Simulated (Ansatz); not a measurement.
# BP: the cost of one run

Program: Ansatz 0.2.0. Level of theory: reference: DFT, HSE06, plane waves, PAW. These are calculated values, not measurements.

1 further run of the same task is left out (it didn't finish).

## Step 1: Starting point

It takes space group F-43m (No. 216, cubic). The conventional cell has a = 4.537 Å, b = 4.537 Å, c = 4.537 Å, α = 90.00°, β = 90.00°, γ = 90.00°. B (site symmetry -43m) has 4 P at 1.96 Å as nearest neighbours. P (site symmetry -43m) has 4 B at 1.96 Å as nearest neighbours.

As a file:

```cif
data_structure
_symmetry_space_group_name_H-M 'P 1'
_symmetry_Int_Tables_number 1
_cell_length_a 3.2079
_cell_length_b 3.2079
_cell_length_c 3.2079
_cell_angle_alpha 60.000
_cell_angle_beta 60.000
_cell_angle_gamma 60.000
_cell_volume 23.34
loop_
_atom_site_label
_atom_site_type_symbol
_atom_site_fract_x
_atom_site_fract_y
_atom_site_fract_z
_atom_site_occupancy
B1 B 0.00000 0.00000 0.00000 1
P1 P 0.25000 0.25000 0.25000 1
```

## Step 2: The reference run

The input, input.yaml:

```yaml
crystal:
  lattice:
    - [0.0, 2.2683155501, 2.2683155501]
    - [2.2683155501, 0.0, 2.2683155501]
    - [2.2683155501, 2.2683155501, 0.0]
  atoms:
    - { symbol: B, position: [0.0, 0.0, 0.0] }
    - { symbol: P, position: [0.25, 0.25, 0.25] }
kpoints:
  mp_grid: { grid: [4, 4, 4] }
hamiltonian:
  xc: hse06
scf:
  occupations: { method: fixed }
  n_extra_bands: 4
output:
  forces: true
  stress: true
  eigenvalues: true
```

Launch:

```console
ansatz run input.yaml --threads 4 --pin off --max-ram 3686MiB --backend cpu --events-out ev --progress --plain --runs-dir out
```

What time and memory should one allow on 4 threads of Arm Neoverse N1, shared host?

About 3.2 s, with a peak of 0.46 GiB.
